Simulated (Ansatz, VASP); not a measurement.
**Two plane-wave programs on Si**

File INCAR:

```
SYSTEM = Si
PREC = Accurate
ENCUT = 600
EDIFF = 1E-6
ISMEAR = -1
SIGMA = 0.05
LREAL = .FALSE.
LASPH = .TRUE.
NELM = 80
ALGO = Fast
ISIF = 3
LWAVE = .FALSE.
LCHARG = .FALSE.
GGA = CA
IBRION = 2
NSW = 40
EDIFFG = -0.005
```

Contents of KPOINTS:

```
regular mesh
0
G
  8 8 8
  0 0 0
```

File POSCAR:

```
Si
1.0
    0.0000000000      2.7218511865      2.7218511865
    2.7218511865      0.0000000000      2.7218511865
    2.7218511865      2.7218511865      0.0000000000
Si
2
Direct
    0.5000000000      0.5000000000      0.5000000000
    0.7500000000      0.7500000000      0.7500000000
```

The input input.yaml:

```yaml
crystal:
  lattice:
    - [0.0, 2.7218511865, 2.7218511865]
    - [2.7218511865, 0.0, 2.7218511865]
    - [2.7218511865, 2.7218511865, 0.0]
  atoms:
    - { symbol: Si, position: [0.5, 0.5, 0.5] }
    - { symbol: Si, position: [0.75, 0.75, 0.75] }
hamiltonian:
  xc: lda
  pseudopotentials: { kind: paw }
kpoints:
  mp_grid: { grid: [8, 8, 8] }
scf:
  occupations: { method: fermi_dirac, width: 0.05 }
output:
  forces: true
  stress: true
  eigenvalues: true
relax:
  f_tol: 0.01
  max_steps: 40
  cell: { stress_tol: 0.05 }
```

Alike in both runs: task relaxation of cell and atoms; functional LDA; k mesh 8 × 8 × 8; occupations fermi-dirac, width 0.05 eV; no spin polarisation.

|  | VASP | Ansatz |
| --- | --- | --- |
| version | VASP 6.6.1 | Ansatz 0.2.0 |
| potentials or method | VASP PAW LDA potentials, release 64 (Si) | Ansatz PAW |
| plane-wave cutoff (eV) | 600 | 420 |
| valence electrons in the cell | 8 | 8 |

VASP gave:

- gap on the k mesh at the Fermi level, each at its own relaxed structure (eV): 0.49
- relaxed volume (Å³/atom): 19.72
- relaxed cell length with the largest relative difference (Å): 3.821
- energy change over the relaxation (meV/atom): -3

Problem. What did Ansatz give for the same quantities?

Solution. gap on the k mesh at the Fermi level, each at its own relaxed structure (eV): 0.49; relaxed volume (Å³/atom): 19.70; relaxed cell length with the largest relative difference (Å): 3.820; energy change over the relaxation (meV/atom): -3.

Caveats: the plane-wave basis is chosen anew once the cell has moved, so the energies of steps on either side of that aren't comparable (Ansatz); the PAW data sets come from PBE, with cores solved anew for the run's functional, which leaves a small shift of forces and pressure (Ansatz). A k mesh can miss the band edges. As with any semilocal functional, this LDA gap is likely too small.
